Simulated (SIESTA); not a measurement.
Al under changes of volume

One of the cells (16.935 Å³/atom); the others are scaled copies at fixed shape and fractional positions:

```xyz
1
Lattice="0.0000 2.0382 2.0382 2.0382 0.0000 2.0382 2.0382 2.0382 0.0000" Properties=species:S:1:pos:R:3 pbc="T T T"
Al    0.0000    0.0000    0.0000
```

| Property | Result |
| --- | --- |
| Program | SIESTA 5.4.2 |
| Functional | PBE |
| Potentials or basis | PseudoDojo 0.4 standard (PBE files) |
| Basis | DZP (energy shift 0.003 Ry) |
| Grid cutoff | 500 Ry |
| Energy shift | 0.003 Ry |
| k mesh | 11 × 11 × 11 |
| Occupations | fermi-dirac, width 0.05 eV |
| Spin | no spin polarisation |

```csv
volume (Å³/atom),energy over the lowest point (meV/atom),pressure (GPa)
15.607,?,?
15.939,4.50,3.2
16.271,0.00,1.3
16.935,1.80,-2.0
17.267,7.41,-3.3
17.599,15.59,-4.5
```

Question: What does the run at 15.607 Å³/atom give?

Answer: Energy over the lowest point 13.24 meV/atom; pressure 5.4 GPa.

Worked out: A Birch-Murnaghan fit of order 3 (a polynomial in V^(-2/3)) to the other rows has its minimum at 16.51 Å³/atom with B0 = V·E''(V) = 83 GPa and B' = 4.8. It gives 13.24 meV/atom at 15.607 Å³/atom, against the run's 13.24, and -dE/dV = 5.3 GPa, against 5.4.

Energies are extrapolated to zero smearing.

Caveats: the basis of atomic orbitals isn't converged, which shifts pressures, moduli and gaps.
